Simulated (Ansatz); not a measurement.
# FeO (I4/mmm) in Ansatz: a series of runs

Runs on FeO. Level: LDA. Tasks: single point, equation of state.

All numbers are computed with Ansatz 0.2.0; they aren't measurements. Logs are shortened: lines on timing, memory, paths and dates and some standing lists are left out, and cuts for length are marked.

## (1) The structure

Symmetry: I4/mmm, No. 139, tetragonal system. Conventional cell: a = 3.204 Å, b = 3.204 Å, c = 4.167 Å, α = 90.00°, β = 90.00°, γ = 90.00°. Fe (site symmetry 4/mmm) has 6 O at 2.08 to 2.27 Å as nearest neighbours. Around O (site symmetry 4/mmm) lie 6 Fe at 2.08 to 2.27 Å.

The cell comes from a database or a generator and needn't be the stable form of this composition.

## (2) Single point, LDA, collinear spin, ferromagnetic start, 10.05 Å³/atom (volume scaled by 0.94)

File input.yaml:

```yaml
crystal:
  lattice:
    - [-1.5693982481, 1.5693982481, 2.0408621071]
    - [1.5693982481, -1.5693982481, 2.0408621071]
    - [1.5693982481, 1.5693982481, -2.0408621071]
  atoms:
    - { symbol: Fe, position: [0.0, 0.0, 0.0], spin: 3.0 }
    - { symbol: O, position: [0.5, 0.5, 0.0] }
hamiltonian:
  xc: lda
  pseudopotentials: { kind: paw }
magnetization:
  spin_polarized: true
kpoints:
  mp_grid: { grid: [12, 12, 12] }
scf:
  occupations: { method: fermi_dirac, width: 0.05 }
output:
  forces: true
  stress: true
  eigenvalues: true
```

Potentials or basis: Ansatz PAW.

Launch:

```
> ansatz run input.yaml --threads 2 --pin off --max-ram 5632MiB --backend cpu --events-out ev --progress --plain --runs-dir out
```

The log of the run:

```text
Warning: RAYON_NUM_THREADS=2 ignored (pool sized by the plan → 2); use --threads N
Engine: ansatz 0.2.0, x86_64-unknown-linux-gnu
Pseudopotentials: kind: paw
Pseudopotential: Fe, paw, valence charge 16, recommended cutoff 420 eV (normal), Fe.paw.azcp
Pseudopotential: O, paw, valence charge 6, recommended cutoff 420 eV (normal), O.paw.azcp
Functional definition: SPW92
  exchange = slater_x
  correlation = pw_c
Crystal: 2 atoms, lattice volume = 20.107 Å³
Basis set: ecut = 420 eV, 379 PW (Γ)
Bands: 17, of which v1, the nominal top of the filled ones, is band 11 counted from 1 (10 counted from 0)
Symmetry: 16 space group operations
Space group: I4/mmm (ITA 139), of the structure as read, at distance tolerance 2.7e-5 Å
Magnetic group: BNS 139.531 (UNI 1191), of the structure as read, at distance tolerance 2.7e-5 Å
k-points: 163 of 1728
Non-local potential: Fe, projectors of the file, l = 0: 3, l = 1: 2, l = 2: 3, l = 3: 1
Non-local potential: O, projectors of the file, l = 0: 2, l = 1: 2, l = 2: 1
PAW form: soft (Blöchl's): semilocal exchange-correlation on the pseudo side does not see the compensation charge
PAW frozen core: Fe, regenerated for the run's functional, and the local potential with it (the file was generated under x = pbe(κ = 0.804, μ = 0.2195149727645171), c = pbe(β = 0.06672455060314922))
PAW frozen core: O, regenerated for the run's functional, and the local potential with it (the file was generated under x = pbe(κ = 0.804, μ = 0.2195149727645171), c = pbe(β = 0.06672455060314922))
PAW one-centre angular grid: Fe, 590 points (default); XC on 64 Gauss nodes
PAW one-centre angular grid: O, 110 points (default); XC on 64 Gauss nodes
Initial density: superposition of atomic densities (chi_scale 0.1, normalization cell, long waves kept (reshape's long-wave potential 0.00 eV rms))
Starting moments: Σ|m| = 3 μB on 1 of 2 sites
Initial wavefunctions: pseudopotential atomic-orbital guess
Functional: x = slater, c = lda
SCF iter   1: F=—  HF=-4973.786873 eV  |F-HF|=—  |Δ(HF+E_count)|=         —  Δρ=1.25e-1 (↑1.25e-1 ↓6.78e-2)  dr2=3.85e0  dr2_m=8.04e-1  M=3.552 μB ∫|m|=3.552 μB  β_m=0.30  ethr=3.10e-3  ⟨swp⟩=4.4  Hψ=23056  notcnv=0
Mixer restart at iter 1: flushing history
preconditioner: auto → none  [metal: Δε(μ)=0.005 eV  Ē_g=12.894 eV  σ=0.050 eV  W_gap=0.02  n_scr=8 (ndim 8)  ℏωp=31.0 eV  f_vac=0.000  D(μ)=2.68/eV (n_scr^D=42)  sad-step TF]
SCF iter   2: F=—  HF=-4973.992438 eV  |F-HF|=—  |Δ(HF+E_count)|=   2.06e-1  Δρ=8.34e-2 (↑8.34e-2 ↓5.78e-2)  dr2=4.88e-1  dr2_m=8.20e-1  M=3.851 μB ∫|m|=3.851 μB  β_m=0.47  ethr=3.10e-3  ⟨swp⟩=3.0  Hψ=13055  notcnv=0  defer=111
SCF iter   3: F=—  HF=-4974.115547 eV  |F-HF|=—  |Δ(HF+E_count)|=   1.23e-1  Δρ=3.00e-2 (↑3.00e-2 ↓2.76e-2)  dr2=2.71e-1  dr2_m=8.87e-2  M=3.846 μB ∫|m|=3.847 μB  β_m=0.53  ethr=2.22e-3  ⟨swp⟩=2.0  Hψ=9546  notcnv=0  defer=124
SCF iter   4: F=—  HF=-4974.131121 eV  |F-HF|=—  |Δ(HF+E_count)|=         —  Δρ=8.47e-3 (↑8.47e-3 ↓4.01e-3)  dr2=5.98e-3  dr2_m=5.15e-3  M=3.955 μB ∫|m|=3.959 μB  β_m=0.53  ethr=1.23e-3  ⟨swp⟩=2.3  Hψ=8975  notcnv=0  defer=124
Mixer restart at iter 4: flushing history
SCF iter   5: F=—  HF=-4974.137011 eV  |F-HF|=—  |Δ(HF+E_count)|=   5.89e-3  Δρ=4.08e-3 (↑2.75e-3 ↓4.08e-3)  dr2=1.51e-3  dr2_m=1.30e-3  M=3.957 μB ∫|m|=3.961 μB  β_m=0.71  ethr=2.72e-5  ⟨swp⟩=2.0  Hψ=11753  notcnv=0  defer=134
SCF iter   6: F=—  HF=-4974.140758 eV  |F-HF|=—  |Δ(HF+E_count)|=   3.75e-3  Δρ=3.32e-3 (↑3.32e-3 ↓6.80e-4)  dr2=1.55e-3  dr2_m=4.69e-4  M=3.964 μB ∫|m|=3.968 μB  β_m=0.64  ethr=6.89e-6  ⟨swp⟩=2.0  Hψ=10980  notcnv=0  defer=135
SCF iter   7: F=—  HF=-4974.140138 eV  |F-HF|=—  |Δ(HF+E_count)|=   6.20e-4  Δρ=1.39e-3 (↑5.63e-4 ↓1.39e-3)  dr2=6.01e-4  dr2_m=5.62e-5  M=3.967 μB ∫|m|=3.971 μB  β_m=0.60  ethr=6.89e-6  ⟨swp⟩=2.0  Hψ=10697  notcnv=0  defer=135
SCF iter   8: F=—  HF=-4974.140091 eV  |F-HF|=—  |Δ(HF+E_count)|=   4.73e-5  Δρ=4.98e-4 (↑4.98e-4 ↓2.14e-4)  dr2=4.72e-5  dr2_m=4.51e-6  M=3.966 μB ∫|m|=3.970 μB  β_m=0.60  ethr=2.73e-6  ⟨swp⟩=2.0  Hψ=8238  notcnv=0  defer=135
SCF iter   9: F=—  HF=-4974.140092 eV  |F-HF|=—  |Δ(HF+E_count)|=   1.76e-6  Δρ=1.69e-4 (↑1.69e-4 ↓6.67e-5)  dr2=5.64e-6  dr2_m=5.68e-7  M=3.966 μB ∫|m|=3.970 μB  β_m=0.78  ethr=2.15e-7  ⟨swp⟩=2.2  Hψ=7580  notcnv=0  defer=135
SCF iter  10: F=—  HF=-4974.140092 eV  |F-HF|=—  |Δ(HF+E_count)|=   5.33e-7  Δρ=2.15e-5 (↑2.15e-5 ↓8.41e-6)  dr2=8.79e-8  dr2_m=1.14e-8  M=3.966 μB ∫|m|=3.970 μB  β_m=0.81  ethr=2.56e-8  ⟨swp⟩=2.3  Hψ=7697  notcnv=0  defer=135
SCF iter  11: F=-4974.140092 eV  HF=-4974.140092 eV  |F-HF|=6.78e-10  |Δ(HF+E_count)|=   7.40e-9  Δρ=1.33e-6 (↑1.33e-6 ↓1.31e-6)  dr2=8.95e-10  dr2_m=6.50e-11  M=3.966 μB ∫|m|=3.970 μB  ethr=4.00e-10  ⟨swp⟩=3.4  Hψ=19790  notcnv=0
SCF 1 converged in 11 iterations: F = -4974.140092 eV  dr2 = 8.95e-10
SCF converged after 11 iterations
Magnetization: 3.9660 μB (12.9830 up, 9.0170 down)
Absolute magnetization: 3.9703 μB (∫|ρ↑−ρ↓|, with the PAW one-centre terms)
Spin contamination: 0.0112 ħ² per cell (⟨S²⟩ above its minimum at these occupations)
Per-site moments (μB) at R_I (Å): [(3.3149764051764445, 0.8418556191787501), (0.3291327871278307, 0.8418556191787501)]
Free energy (F): -4974.140092 eV
Harris-Foulkes:  -4974.140092 eV  (|F-HF|=6.78e-10)
Internal energy: -4974.126560 eV  (E = F + TS)
E sigma→0 (E₀):  -4974.133326 eV
Entropy (-TS):   -0.013532 eV (-6.766 meV/atom)
Fermi energy:    14.065160 eV
--- Per-component energies (eV) ---
  E_band       = -272.996945
  E_kinetic    = 514.363500
  E_local      = -2614.937171  (includes V_loc(G=0)·N_el)
  E_nonlocal   = 284.119475
  E_hartree    = 1061.962727
  E_xc         = -185.618084
  E_vxc        = -239.592253  (∫ρ·V_xc dr)
  E_paw        = -1456.846411  (= ΣΔE_a)
  E_vpaw       = -340.878418  (= ΣTr[D̂ρ^β])
  E_aug_tail   = 0.003455  (compensation charges beyond the density's cutoff)
  E_ewald      = -2577.672509
  E_core_change = 0.498457  (= ΣΔE_core)
  E_smearing   = -0.013532  (= −TS)
  E_closure    = -0.000000  (closes the sum)
  Σ components = -4974.140092   (vs F -4974.140092, Δ=0.00e0)
--- Forces (eV/Å), atoms counted from 1 ---
  atom   1  Fe    -0.00000000    -0.00000000    -0.00000000
  atom   2  O      0.00000000     0.00000000     0.00000000
  max |Σ_I F_I| component: 3.94e-31 eV/Å
--- Stress (GPa, compression-positive) ---
      -16.286972       0.000000       0.000000
        0.000000     -16.286972       0.000000
        0.000000      -0.000000     -10.709830
  P = ⅓ Tr σ = -14.4279 GPa (-144.279 kbar)
--- Band table (eV; the first three rows and the last of 326) ---
  k-point 0 ↑: bands = ["-74.8782", "-41.2917", "-41.2824", "-41.2824", "-6.4774", "10.0015", "10.2353", "10.2353", "10.2488", "10.2488", "10.4978", "10.5797", "10.6280", "14.2677", "29.2552", "30.9595", "30.9595"]
  k-point 1 ↑: bands = ["-74.8778", "-41.2932", "-41.2858", "-41.2832", "-6.3928", "8.9932", "9.6360", "9.9201", "10.1897", "10.5974", "10.6439", "10.9168", "11.4785", "14.8154", "28.2240", "30.1160", "30.6057"]
  k-point 2 ↑: bands = ["-74.8765", "-41.2975", "-41.2949", "-41.2855", "-6.1654", "7.7527", "9.2669", "9.5793", "10.0302", "10.6703", "11.0801", "11.2983", "11.9703", "16.1855", "27.0344", "27.9510", "29.0087"]
  k-point 162 ↓: bands = ["-70.9295", "-37.5037", "-37.5029", "-37.5029", "-4.5601", "7.3500", "9.4361", "9.4361", "11.9016", "14.6638", "14.8425", "14.8425", "15.1853", "20.4935", "23.8687", "25.4599", "28.8400"]
```

Wall time 7.1 s (2 threads of Intel Xeon at 2.70GHz, shared host); peak memory 0.41 GiB.

Results:

| Property | Result |
| --- | --- |
| Free energy | -4974.1401 eV |
| Pressure | -14.4 GPa |
| Band gap on the k mesh | none (metal or under the smearing width) |
| Net moment | 3.97 μB per cell |
| Absolute moment | 3.97 μB per cell |
| Site moments | Fe +3.31; O +0.33 μB |

Caveat: the pressure holds a Pulay correction of +0.9 GPa for the finite cutoff; a cell with one magnetic atom can't hold antiferromagnetic order, which such compounds often take; semilocal functionals often make such compounds metallic where correlation or magnetic order opens a gap, which also shifts bond lengths; the PAW data sets come from PBE, with cores solved anew for the run's functional, which leaves a small shift of forces and pressure.

## (3) Single point, LDA, collinear spin, ferromagnetic start, 10.27 Å³/atom (volume scaled by 0.96)

Changes to input.yaml since step 2:

```diff
@@ -2,5 +2,5 @@
   lattice:
-    - [-1.5693982481, 1.5693982481, 2.0408621071]
-    - [1.5693982481, -1.5693982481, 2.0408621071]
-    - [1.5693982481, 1.5693982481, -2.0408621071]
+    - [-1.5804507126, 1.5804507126, 2.055234849]
+    - [1.5804507126, -1.5804507126, 2.055234849]
+    - [1.5804507126, 1.5804507126, -2.055234849]
   atoms:
```

Potentials or basis: Ansatz PAW.

Launch:

```
> ansatz run input.yaml --threads 2 --pin off --max-ram 5632MiB --backend cpu --events-out ev --progress --plain --runs-dir out
```

It took 7.1 s on 2 threads of Intel Xeon at 2.70GHz, shared host; peak memory 0.41 GiB.

Results (log left out):

| Property | Result |
| --- | --- |
| Free energy | -4974.0976 eV |
| Pressure | -17.3 GPa |
| Band gap on the k mesh | none (metal or under the smearing width) |
| Net moment | 3.99 μB per cell |
| Absolute moment | 3.99 μB per cell |
| Site moments | Fe +3.34; O +0.33 μB |

Caveat: the pressure holds a Pulay correction of +0.9 GPa for the finite cutoff; a cell with one magnetic atom can't hold antiferromagnetic order, which such compounds often take; semilocal functionals often make such compounds metallic where correlation or magnetic order opens a gap, which also shifts bond lengths; the PAW data sets come from PBE, with cores solved anew for the run's functional, which leaves a small shift of forces and pressure.

## (4) Single point, LDA, collinear spin, ferromagnetic start, 10.48 Å³/atom (volume scaled by 0.98)

Changes to input.yaml since step 3:

```diff
@@ -2,5 +2,5 @@
   lattice:
-    - [-1.5804507126, 1.5804507126, 2.055234849]
-    - [1.5804507126, -1.5804507126, 2.055234849]
-    - [1.5804507126, 1.5804507126, -2.055234849]
+    - [-1.5913507171, 1.5913507171, 2.0694093304]
+    - [1.5913507171, -1.5913507171, 2.0694093304]
+    - [1.5913507171, 1.5913507171, -2.0694093304]
   atoms:
@@ -21 +21,5 @@
   eigenvalues: true
+  write_density: true
+  write_potential: true
+  elf: true
+  volumetric_format: npy
```

Launch:

```
> ansatz run input.yaml --threads 2 --pin off --max-ram 5632MiB --backend cpu --events-out ev --progress --plain --runs-dir out
```

Run time: 9.4 s. Hardware: 2 threads of Intel Xeon at 2.70GHz, shared host; peak memory 0.42 GiB.

It converged, with:

```yaml
Free_energy: -4974.0477 eV
Pressure: -20.0 GPa
Band_gap_on_the_k_mesh: none (metal or under the smearing width)
Net_moment: 4.00 μB per cell
Absolute_moment: 4.00 μB per cell
Site_moments: Fe +3.35; O +0.33 μB
```

Caveat: the pressure holds a Pulay correction of +0.9 GPa for the finite cutoff; a cell with one magnetic atom can't hold antiferromagnetic order, which such compounds often take; semilocal functionals often make such compounds metallic where correlation or magnetic order opens a gap, which also shifts bond lengths; the PAW data sets come from PBE, with cores solved anew for the run's functional, which leaves a small shift of forces and pressure.

## (5) Single point, LDA, collinear spin, ferromagnetic start, 10.70 Å³/atom

File input.yaml:

```yaml
crystal:
  lattice:
    - [-1.602103413, 1.602103413, 2.08339225]
    - [1.602103413, -1.602103413, 2.08339225]
    - [1.602103413, 1.602103413, -2.08339225]
  atoms:
    - { symbol: Fe, position: [0.0, 0.0, 0.0], spin: 3.0 }
    - { symbol: O, position: [0.5, 0.5, 0.0] }
hamiltonian:
  xc: lda
  pseudopotentials: { kind: paw }
magnetization:
  spin_polarized: true
kpoints:
  mp_grid: { grid: [12, 12, 12] }
scf:
  occupations: { method: fermi_dirac, width: 0.05 }
output:
  forces: true
  stress: true
  eigenvalues: true
```

Launch:

```
> ansatz run input.yaml --threads 2 --pin off --max-ram 5632MiB --backend cpu --events-out ev --progress --plain --runs-dir out
```

Wall time 7.6 s (2 threads of Intel Xeon at 2.70GHz, shared host); peak memory 0.42 GiB.

It converged, with:

* Free energy: -4973.9909 eV
* Pressure: -22.5 GPa
* Band gap on the k mesh: none (metal or under the smearing width)
* Net moment: 4.00 μB per cell
* Absolute moment: 4.00 μB per cell
* Site moments: Fe +3.37; O +0.33 μB

Caveat: the pressure holds a Pulay correction of +0.9 GPa for the finite cutoff; a cell with one magnetic atom can't hold antiferromagnetic order, which such compounds often take; semilocal functionals often make such compounds metallic where correlation or magnetic order opens a gap, which also shifts bond lengths; the PAW data sets come from PBE, with cores solved anew for the run's functional, which leaves a small shift of forces and pressure.

## (6) Single point, LDA, collinear spin, ferromagnetic start, 10.91 Å³/atom (volume scaled by 1.02)

Changes to input.yaml since step 5:

```diff
@@ -2,5 +2,5 @@
   lattice:
-    - [-1.602103413, 1.602103413, 2.08339225]
-    - [1.602103413, -1.602103413, 2.08339225]
-    - [1.602103413, 1.602103413, -2.08339225]
+    - [-1.6127136786, 1.6127136786, 2.0971899518]
+    - [1.6127136786, -1.6127136786, 2.0971899518]
+    - [1.6127136786, 1.6127136786, -2.0971899518]
   atoms:
```

Potentials or basis: Ansatz PAW.

Launch:

```
> ansatz run input.yaml --threads 2 --pin off --max-ram 5632MiB --backend cpu --events-out ev --progress --plain --runs-dir out
```

Run time: 8.3 s. Hardware: 2 threads of Intel Xeon at 2.70GHz, shared host; peak memory 0.42 GiB.

The run converged. Its results:

```yaml
Free_energy: -4973.9279 eV
Pressure: -24.6 GPa
Band_gap_on_the_k_mesh: none (metal or under the smearing width)
Net_moment: 4.00 μB per cell
Absolute_moment: 4.01 μB per cell
Site_moments: Fe +3.38; O +0.32 μB
```

Caveat: the pressure holds a Pulay correction of +0.8 GPa for the finite cutoff; a cell with one magnetic atom can't hold antiferromagnetic order, which such compounds often take; semilocal functionals often make such compounds metallic where correlation or magnetic order opens a gap, which also shifts bond lengths; the PAW data sets come from PBE, with cores solved anew for the run's functional, which leaves a small shift of forces and pressure.

## (7) Single point, LDA, collinear spin, ferromagnetic start, 11.12 Å³/atom (volume scaled by 1.04)

Changes to input.yaml since step 6:

```diff
@@ -2,5 +2,5 @@
   lattice:
-    - [-1.6127136786, 1.6127136786, 2.0971899518]
-    - [1.6127136786, -1.6127136786, 2.0971899518]
-    - [1.6127136786, 1.6127136786, -2.0971899518]
+    - [-1.6231861388, 1.6231861388, 2.1108084499]
+    - [1.6231861388, -1.6231861388, 2.1108084499]
+    - [1.6231861388, 1.6231861388, -2.1108084499]
   atoms:
@@ -21 +21,5 @@
   eigenvalues: true
+  write_density: true
+  write_potential: true
+  elf: true
+  volumetric_format: npy
```

Launch:

```
> ansatz run input.yaml --threads 2 --pin off --max-ram 5632MiB --backend cpu --events-out ev --progress --plain --runs-dir out
```

Run time: 10 s. Hardware: 2 threads of Intel Xeon at 2.70GHz, shared host; peak memory 0.42 GiB.

Results (log left out):

```yaml
Free_energy: -4973.8595 eV
Pressure: -26.6 GPa
Band_gap_on_the_k_mesh: none (metal or under the smearing width)
Net_moment: 4.00 μB per cell
Absolute_moment: 4.01 μB per cell
Site_moments: Fe +3.39; O +0.32 μB
```

Caveat: the pressure holds a Pulay correction of +0.8 GPa for the finite cutoff; a cell with one magnetic atom can't hold antiferromagnetic order, which such compounds often take; semilocal functionals often make such compounds metallic where correlation or magnetic order opens a gap, which also shifts bond lengths; the PAW data sets come from PBE, with cores solved anew for the run's functional, which leaves a small shift of forces and pressure.

## (8) Single point, LDA, collinear spin, ferromagnetic start, 11.34 Å³/atom (volume scaled by 1.06)

File input.yaml:

```yaml
crystal:
  lattice:
    - [-1.6335251827, 1.6335251827, 2.1242534522]
    - [1.6335251827, -1.6335251827, 2.1242534522]
    - [1.6335251827, 1.6335251827, -2.1242534522]
  atoms:
    - { symbol: Fe, position: [0.0, 0.0, 0.0], spin: 3.0 }
    - { symbol: O, position: [0.5, 0.5, 0.0] }
hamiltonian:
  xc: lda
  pseudopotentials: { kind: paw }
magnetization:
  spin_polarized: true
kpoints:
  mp_grid: { grid: [12, 12, 12] }
scf:
  occupations: { method: fermi_dirac, width: 0.05 }
output:
  forces: true
  stress: true
  eigenvalues: true
```

Launch:

```
> ansatz run input.yaml --threads 2 --pin off --max-ram 5632MiB --backend cpu --events-out ev --progress --plain --runs-dir out
```

It took 9.8 s on 2 threads of Intel Xeon at 2.70GHz, shared host; peak memory 0.42 GiB.

The run converged. Its results:

```yaml
Free_energy: -4973.7863 eV
Pressure: -28.2 GPa
Band_gap_on_the_k_mesh: none (metal or under the smearing width)
Net_moment: 4.00 μB per cell
Absolute_moment: 4.01 μB per cell
Site_moments: Fe +3.40; O +0.32 μB
```

Caveat: the pressure holds a Pulay correction of +0.8 GPa for the finite cutoff; a cell with one magnetic atom can't hold antiferromagnetic order, which such compounds often take; semilocal functionals often make such compounds metallic where correlation or magnetic order opens a gap, which also shifts bond lengths; the PAW data sets come from PBE, with cores solved anew for the run's functional, which leaves a small shift of forces and pressure.

## (9) Equation of state, LDA, collinear spin, ferromagnetic start

Potentials or basis: Ansatz PAW.

No new run: the results of the series are fitted here.

Results:

```
Equilibrium volume                        : 9.27 Å³/atom (rough: see the caveat)
Bulk modulus at fixed shape and positions : 207 GPa (rough)
```

Energy against volume, from the lowest point:
| volume (Å³/atom) | energy (meV/atom) |
| --- | --- |
| 10.053 | 0.00 |
| 10.267 | 21.22 |
| 10.481 | 46.21 |
| 10.695 | 74.61 |
| 10.909 | 106.09 |
| 11.123 | 140.29 |
| 11.337 | 176.89 |

Caveat: the minimum lies outside the volumes run; the cell was scaled at fixed shape and fractional positions, which overstates the stiffness of a crystal with free parameters, most of all of layers and chains.
